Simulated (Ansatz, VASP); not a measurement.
**TaN in VASP and in Ansatz**

Contents of POSCAR:

```
TaN
1.0
    0.0000000000      2.2113230000      2.2113230000
    2.2113230000      0.0000000000      2.2113230000
    2.2113230000      2.2113230000      0.0000000000
Ta N
1 1
Direct
    0.5000000000      0.5000000000      0.5000000000
    0.0000000000      0.0000000000      0.0000000000
```

File INCAR.step1:

```
PREC = Accurate
ENCUT = 520
ISMEAR = -1
SIGMA = 0.05
LREAL = False
LASPH = True
NELM = 150
LMAXMIX = 4
LDAU = True
LDAUTYPE = 2
LDAUL = 2 -1
LDAUU = 2 0
LDAUJ = 0 0
NBANDS = 15
GGA = PE
ALGO = Normal
EDIFF = 1E-4
LWAVE = True
LCHARG = False
```

Contents of INCAR.step2:

```
PREC = Accurate
ENCUT = 520
EDIFF = 1E-6
ISMEAR = -1
SIGMA = 0.05
LREAL = False
LASPH = True
NELM = 150
ALGO = Normal
ISIF = 2
LWAVE = False
LCHARG = False
LMAXMIX = 4
LDAU = True
LDAUTYPE = 2
LDAUL = 2 -1
LDAUU = 2 0
LDAUJ = 0 0
LDAUPRINT = 1
METAGGA = R2SCAN
LMIXTAU = True
NBANDS = 15
ISTART = 1
```

KPOINTS

```
Automatic mesh
0
Gamma
  10 10 10
```

The input input.yaml:

```yaml
crystal:
  lattice:
    - [0.0, 2.211323, 2.211323]
    - [2.211323, 0.0, 2.211323]
    - [2.211323, 2.211323, 0.0]
  atoms:
    - { symbol: Ta, position: [0.5, 0.5, 0.5] }
    - { symbol: "N", position: [0.0, 0.0, 0.0] }
hamiltonian:
  xc: r2scan
  pseudopotentials: { kind: paw }
  hubbard: { sites: [{ species: Ta, l: d, u_eff: 2.0 }] }
kpoints:
  mp_grid: { grid: [10, 10, 10] }
scf:
  occupations: { method: fermi_dirac, width: 0.05 }
  n_extra_bands: 6
output:
  forces: true
  stress: true
  eigenvalues: true
  dos: { projected: true, de: 0.05, nscf_kmesh: { grid: [15, 15, 15] } }
  write_density: true
  write_potential: true
  elf: true
  volumetric_format: npy
```

The cell comes from a database or a generator and needn't be the stable form of this composition.

Alike in both runs: functional r2SCAN; k mesh 10 × 10 × 10; occupations fermi-dirac, width 0.05 eV; no spin polarisation; Hubbard terms Ta d U = 2.0 eV.

|  | VASP | Ansatz |
| --- | --- | --- |
| version | VASP 6.6.1 | Ansatz 0.2.0 |
| potentials or method | VASP PAW PBE potentials, release 64 (Ta_pv, N) | Ansatz PAW |
| plane-wave cutoff (eV) | 520 | 500 |
| valence electrons in the cell | 16 | 18 |
| task | single point | projected density of states |

```csv
,VASP,Ansatz,Ansatz less VASP
gap on the k mesh at the Fermi level (eV),none,none,-
pressure (GPa),1.4,-4.4,-5.77
```

The programs project onto different local orbitals, so the same U acts differently. A gap of «none» marks a metal or a gap that the smearing closes. The two sets of potentials don't hold the same shells in valence.

Caveats: U without spin polarisation on a metal has little footing; the PAW data sets were made with another functional, which shifts forces and pressure a little (VASP); the PAW data sets come from PBE, with cores solved anew for the run's functional, which leaves a small shift of forces and pressure (Ansatz); the density of states is complete only up to the lowest level of the last band computed (Ansatz). The runs have no spin-orbit coupling, so splittings on Ta are missing.
